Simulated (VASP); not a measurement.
Wanted: the native input for a VASP 6.6.1 run.

```yaml
Task: relaxation of cell and atoms
Functional: PBEsol
Potentials_or_basis: VASP PAW PBE potentials, release 64 (K_sv, Br)
Cutoff: 600 eV
k_mesh: 6 × 6 × 6
Occupations: gaussian, width 0.02 eV
Spin: no spin polarisation
Dipole_correction: no
Further_INCAR_settings: ALGO = Fast; EDIFF = 1e-07; IBRION = 2; EDIFFG = -0.005; NSW = 100; ISIF = 3
```

The structure of KBr lies in POSCAR:

```
KBr
1.0
    0.0000000000      3.3000000000      3.3000000000
    3.3000000000      0.0000000000      3.3000000000
    3.3000000000      3.3000000000      0.0000000000
K Br
1 1
Direct
    0.0000000000      0.0000000000      0.0000000000
    0.5000000000      0.5000000000      0.5000000000
```

These files were run (other wordings do the same):

INCAR

```
SYSTEM = KBr
  PREC = Accurate
  ENCUT = 600
  EDIFF = 1E-7
  ISMEAR = 0
  SIGMA = 0.02
  LREAL = .False.
  LASPH = .True.
  NELM = 80
  ALGO = Fast
  ISIF = 3
  LWAVE = .False.
  LCHARG = .False.
  GGA = PS
  IBRION = 2
  NSW = 100
  EDIFFG = -0.005
```

KPOINTS

```
Automatic mesh
0
Gamma
  6 6 6
  0 0 0
```

Potentials or basis: VASP PAW PBE potentials, release 64 (K_sv, Br).

Launch:

```bash
$ cat potpaw_PBE.64/K_sv/POTCAR potpaw_PBE.64/Br/POTCAR > POTCAR
$ mpirun -np 1 vasp_std > vasp.out
```

It gave:

- Relaxed volume: 35.26 Å³/atom
- Relaxed cell: a = 4.637 Å, b = 4.637 Å, c = 4.637 Å, α = 60.00°, β = 60.00°, γ = 60.00°
- Space group after relaxing (to 0.05 Å): Fm-3m (No. 225)
- Energy gained by relaxing: 0.6 meV/atom
- Ionic steps: 3
- Pressure after relaxing: 0.0 GPa
- Band gap on the k mesh: 4.33 eV, direct

Caveat: the PAW data sets were made with another functional, which shifts forces and pressure a little.

Run time: 100 s on 1 thread of Intel(R) Xeon(R) Platinum 8259CL CPU @ 2.50GHz (Skylake/Cascade Lake), with other jobs on the host, peak memory 0.25 GiB.
